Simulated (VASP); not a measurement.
The system is TiO.

```
Ti O
1.0
     3.03100    0.00000    0.00000
    -1.51550    2.62492    0.00000
     0.00000    0.00000    3.23770
Ti O
1 1
Direct
  0.66667 0.33333 0.00000
  0.00000 0.00000 0.50000
```

| Quantity | Value |
| --- | --- |
| Program | VASP 6.6.1 |
| Task | relaxation of cell and atoms |
| Functional | optB86b-vdW |
| Potentials or basis | VASP PAW PBE potentials, release 64 (Ti_sv, O) |
| Cutoff | 600 eV |
| k mesh | 10 × 10 × 8 |
| Occupations | fermi-dirac, width 0.05 eV |
| Spin | no spin polarisation |

At the start: pressure -38.1 GPa; volume 12.88 Å³/atom.

How do energy, volume and symmetry change on relaxing?

Over 9 steps the energy falls by 548.6 meV/atom and the volume is 9.60 Å³/atom (-25.4 %); space group P-6m2 (No. 187, to 0.05 Å).

The path:
| step | energy change (eV) | largest force (eV/Å) | pressure (GPa) | volume (Å³) |
| --- | --- | --- | --- | --- |
| 1 | 0.0000 | 0.0000 | -38.14 | 25.76 |
| 2 | -0.4365 | 0.0000 | 72.83 | 15.89 |
| 3 | -1.0950 | 0.0000 | -1.74 | 19.33 |
| 4 | -1.0962 | 0.0000 | -0.19 | 19.21 |
| 5 | -1.0960 | 0.0000 | 1.39 | 19.09 |
| 6 | -1.0969 | 0.0000 | -1.23 | 19.30 |
| 7 | -1.0971 | 0.0000 | -0.36 | 19.23 |
| 8 | -1.0972 | 0.0000 | 0.17 | 19.20 |
| 9 | -1.0972 | 0.0000 | 0.02 | 19.21 |

Final structure:
```
CELL_PARAMETERS angstrom
2.80592 0.00000 0.00000
-1.40296 2.43000 0.00000
0.00000 0.00000 2.81695
ATOMIC_POSITIONS crystal
Ti 0.66667 0.33333 0.00000
O 0.00000 0.00000 0.50000
```

Caveat: the volume moved by over 15 % at a fixed basis, so the end points are rough; the PAW data sets were made with another functional, which shifts forces and pressure a little; the volume moved by -25 % from the deposited cell, more than functionals usually miss.
